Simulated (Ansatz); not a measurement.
# Ta (simple hexagonal type): how the settings move a single-point run

How sensitive is a single-point run of Ta (simple hexagonal type) to its settings? A reference run comes first, then one run with altered input.

Computed with Ansatz 0.2.0 (reference: DFT, PBE, all-electron LAPW, scalar-relativistic, unless a step's input says otherwise).

## Step 1: Starting point

Symmetry: P6/mmm, No. 191, hexagonal system. Conventional cell: a = 2.294 Å, b = 2.294 Å, c = 2.169 Å, α = 90.00°, β = 90.00°, γ = 120.00°. Ta (site symmetry 6/mmm) has 8 Ta at 2.17 to 2.29 Å as nearest neighbours.

Structure file:

```cif
data_structure
_symmetry_space_group_name_H-M 'P 1'
_symmetry_Int_Tables_number 1
_cell_length_a 2.2942
_cell_length_b 2.2942
_cell_length_c 2.1691
_cell_angle_alpha 90.000
_cell_angle_beta 90.000
_cell_angle_gamma 120.000
_cell_volume 9.89
loop_
_atom_site_label
_atom_site_type_symbol
_atom_site_fract_x
_atom_site_fract_y
_atom_site_fract_z
_atom_site_occupancy
Ta1 Ta 0.00000 0.00000 0.00000 1
```

## Step 2: The reference run

The input, input.yaml:

```yaml
crystal:
  lattice:
    - [2.294189595, 0.0, 0.0]
    - [-1.1470947975, 1.9868264703, 0.0]
    - [0.0, 0.0, 2.1691131099]
  atoms:
    - { symbol: Ta, position: [0.0, 0.0, 0.0] }
kpoints:
  mp_grid: { grid: [17, 17, 16] }
scf:
  occupations: { method: fermi_dirac, width: 0.05 }
hamiltonian:
  xc: pbe
  pseudopotentials: { kind: all_electron, lapw: { basis_error: 0.001 } }
output:
  forces: true
  stress: true
  eigenvalues: true
  populations: true
```

On the command line:

```sh
$ ansatz run input.yaml --threads 1 --pin off --max-ram 2048MiB --backend cpu --events-out ev --progress --plain --runs-dir out
```

## Step 3: Changing settings: preconditioner ldos

Edit input.yaml of step 2 so:

```diff
@@ -11,2 +11,3 @@
   occupations: { method: fermi_dirac, width: 0.05 }
+  mixing: { preconditioner: ldos }
 hamiltonian:
```

Q: Predict the outcome of this session. Wanted: for each run, ending; energy change; pressure; gap; force.

As calculated:

```csv
run,ending,energy change,pressure (GPa),gap (eV),force (eV/Å),cycles,time
reference,converged,0,418.7,0.00,0.00,6,54 s
1: preconditioner ldos,converged,0.0 meV/atom,418.7,0.00,0.00,6,56 s
```

Residual by cycle in the longest SCF loop of each run; runs are numbered as in the table. The quantity is the density residual dr2, in eV.

```csv
cycle,reference,run 1
1,0.0646,0.0646
2,0.0328,0.00217
3,0.00905,0.00618
4,2.1e-4,1.8e-4
5,2.2e-6,1.5e-6
6,1.6e-8,1.2e-8
```

What this shows: Energy and cycle count are those of the reference, so the change (mixing) left the result and the number of cycles as they were. The structure is not at rest: the sound run finds 419 GPa, so these are no properties of the relaxed crystal. 
